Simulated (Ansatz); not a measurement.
GaP built on the zincblende prototype, relaxed with r2SCAN in the PAW code Ansatz. Space group F-43m (No. 216), cubic; conventional cell a = 5.451 Å, 20.24 Å³ an atom. Ga has 4 P at 2.36 Å; P has 4 Ga at 2.36 Å.

The axes x, y and z are those of this cell:
```
Ga P
1.0
     0.00000    2.72540    2.72540
     2.72540    0.00000    2.72540
     2.72540    2.72540    0.00000
Ga P
1 1
Direct
  0.00000 0.00000 0.00000
  0.25000 0.25000 0.25000
```

Unstrained: With PBE the valence top lies at Γ and the conduction bottom at Γ–X (0.85 of the way from Γ), 1.592 eV higher; the smallest vertical gap, at Γ, is 1.827 eV. r2SCAN gives an indirect gap of 1.844 eV, from Γ to Γ–X (0.85 of the way from Γ); the least direct gap is 2.364 eV at Γ. HSE06 gives an indirect gap of 2.260 eV, from Γ to Γ–X (0.85 of the way from Γ); the least direct gap is 2.799 eV at Γ. Meshes: PBE 8×8×8, r2SCAN 8×8×8, HSE06 6×6×6. Strains are changes of length per length. After each strain the atoms were relaxed again with r2SCAN within the symmetry that the strain leaves, so tilts or polar shifts that break it weren't tested; points keep the names that they have in the unstrained zone. No spin polarisation and no zero-point or thermal motion.

(1) One strain changed the r2SCAN stress by xx +8.96, yy +4.53, zz +4.53 GPa (compression positive) and the gap by -0.692 eV (PBE), -0.719 eV (r2SCAN), -0.708 eV (HSE06). Which kind of strain was it, and roughly how large?

(2) One strain changed the r2SCAN stress by xx +5.33, yy +5.33, zz -0.02 GPa (compression positive) and the gap by -0.356 eV (PBE), -0.369 eV (r2SCAN). Which kind of strain was it, and roughly how large?

## Answers

(1) Uniaxial -5.91 % along x, other directions held. The pattern of the stress gives the kind; the size needs the stiffness, so it is an estimate.

(2) Epitaxial -3.16 % in the xy plane, free normal strain +2.66 %. The pattern of the stress gives the kind; the size needs the stiffness, so it is an estimate.

Where an edge lies off the special points, it is a point of the mesh or the k point where a search put PBE's edge or least direct gap, reused for the other functionals, whose own edges may lie a little apart.

The meshes of the hybrids are coarse, so their gaps aren't converged to the digits shown.
